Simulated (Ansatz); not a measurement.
Ansatz (a quantum-chemistry and plane-wave program) input:

Ansatz 0.2 input:
```yaml
crystal:
  lattice:
    - [2.1089571613, 1.2176069848, 3.6876075074]
    - [-2.1089571613, 1.2176069848, 3.6876075074]
    - [0.0, -2.4352139695, 3.6876075074]
  atoms:
    - { symbol: Ge, position: [0.0068174278, 0.0068174278, 0.0068174278] }
    - { symbol: Te, position: [0.4721755722, 0.4721755722, 0.4721755722] }
kpoints:
  mp_grid: { grid: [8, 8, 8] }
basis: { xc_grid: 2 }
hamiltonian:
  xc: pbe
  dispersion: d3bj
  pseudopotentials: { kind: paw }
scf:
  occupations: { method: fixed }
checkpoint: { read: static.run }
output: { bader: true, populations: true }
```

Output (shortened):

```
Pseudopotential: Ge, paw, valence charge 14
Pseudopotential: Te, paw, valence charge 16
Functional definition: PBE
Crystal: 2 atoms, lattice volume = 56.816 Å³
Basis set: ecut = 420 eV, 1111 PW (Γ), exchange–correlation on 60×60×60 points (8 copies of the dense FFT grid, shifted against one another)
Bands: 19, of which v1, the nominal top of the filled ones, is band 15 counted from 1 (14 counted from 0)
Symmetry: 6 space group operations
Space group: R3m (ITA 160), of the structure as read, at distance tolerance 3.8e-5 Å
k-points: 65 of 512 (time reversal used)
Stability of the state it starts from, as read at its close in the unpolarized treatment …
iter 1 solved again at ethr=1.34e-7 eV; its pass at ethr=3.10e-3 eV (dr2=4.01e-5 eV) is discarded
SCF iter   1: F=—  HF=-11275.902527 eV  |F-HF|=—  |Δ(HF+E_count)|=         —  Δρ=7.47e-7  dr2=2.50e-10  ethr=1.34e-7  ⟨swp⟩=3.2  Hψ=8420  notcnv=0  defer=128
preconditioner: auto → none
SCF iter   2: F=-11275.902528 eV  HF=-11275.902528 eV  |F-HF|=2.66e-10  |Δ(HF+E_count)|=   8.98e-8  Δρ=6.18e-7  dr2=2.64e-10  ethr=1.00e-12  ⟨swp⟩=9.1  Hψ=6828  notcnv=0
WARN: dispersion: an atom stands within reach of a switch of its C6 between two reference coordination numbers of its element …
SCF 1 converged in 2 iterations: F = -11275.902528 eV  dr2 = 2.64e-10
SCF converged after 2 iterations
Free energy (F): -11275.902528 eV
Harris-Foulkes:  -11275.902528 eV  (|F-HF|=2.66e-10)
Internal energy: -11275.902528 eV  (E = F + TS)
E sigma→0 (E₀):  -11275.902528 eV
Fermi energy:    8.530479 eV
--- Per-component energies (eV) ---
  E_band       = -412.094474
  E_kinetic    = 289.110883
  E_local      = -3625.455241  (includes V_loc(G=0)·N_el)
  E_nonlocal   = 103.579129
  E_hartree    = 1835.951792
  E_xc         = -199.182965
  E_vxc        = -167.609818  (∫ρ·V_xc dr)
  E_paw        = -6677.175454  (= ΣΔE_a)
  E_vpaw       = -683.623396  (= ΣTr[D̂ρ^β])
  E_aug_tail   = 0.000087  (compensation charges beyond the density's cutoff)
  E_ewald      = -3001.954644
  E_disp       = -0.776115  (pairwise vdW)
  E_smearing   =  0.000000  (= −TS)
  E_closure    = 0.000000  (closes the sum)
  Σ components = -11275.902528   (vs F -11275.902528, Δ=0.00e0)
  [band-id]    e_kinetic+e_local+e_nonlocal+2·e_hartree+e_vxc+e_vpaw+e_augmentation_tail = -412.094772   (vs E_band -412.094474, Δ=-2.98e-4)
--- Band table (eV; the first three rows and the last of 65) ---
  k-point 0: bands = ["-28.2834", "-28.2834", "-28.2686", "-28.2686", "-28.2630", "-16.1812", "-16.1812", "-16.1724", "-16.1724", "-16.1690", "-4.2907", "3.5575", "6.8101", "6.9868", "6.9868", "11.1405", "11.7822", "11.7822", "14.5979"]
  k-point 1: bands = ["-28.2834", "-28.2831", "-28.2687", "-28.2686", "-28.2628", "-16.1815", "-16.1810", "-16.1725", "-16.1725", "-16.1687", "-4.1372", "2.9698", "6.7414", "6.9355", "7.2876", "10.9330", "11.4230", "11.4268", "14.0682"]
  k-point 2: bands = ["-28.2833", "-28.2824", "-28.2688", "-28.2686", "-28.2624", "-16.1822", "-16.1804", "-16.1727", "-16.1727", "-16.1680", "-3.6959", "1.7222", "6.7062", "6.8320", "7.7268", "10.1573", "10.6376", "10.6717", "14.3803"]
  k-point 64: bands = ["-28.2835", "-28.2835", "-28.2678", "-28.2678", "-28.2625", "-16.1825", "-16.1825", "-16.1713", "-16.1713", "-16.1684", "-3.1199", "0.1589", "7.2295", "7.2295", "8.2072", "9.5301", "9.5301", "10.0099", "16.3498"]
--- Löwdin populations: 2 sites ---
  site symbol       q [e]
     0     Ge     14.0912
     1     Te     15.8511
  spilling = 0.001924 (of n_electrons = 30.000000)
--- Bader charges: 2 sites ---
  site symbol  charge [e]  shift [e]
     0     Ge      0.3848     0.0000
     1     Te     -0.3848     0.0000
  shift: an alarm, by how much a part of what the PAW files miss would move the charge. Where it is large, compare
  with a run on PAW files of another source; a small one proves nothing
  estimated error of the sums over rays = 2.6e-4 e
```

Cost: roughly 14 core-seconds on shared cores.

Symmetry was held in the PBE+D3(BJ) relaxation; of distortions, only those at the zone centre were tested. Scalar-relativistic: spin–orbit coupling is off unless named, which matters more the heavier the elements.

Potentials: the later of the program's two PAW sets.

Ansatz is a plane-wave DFT program.
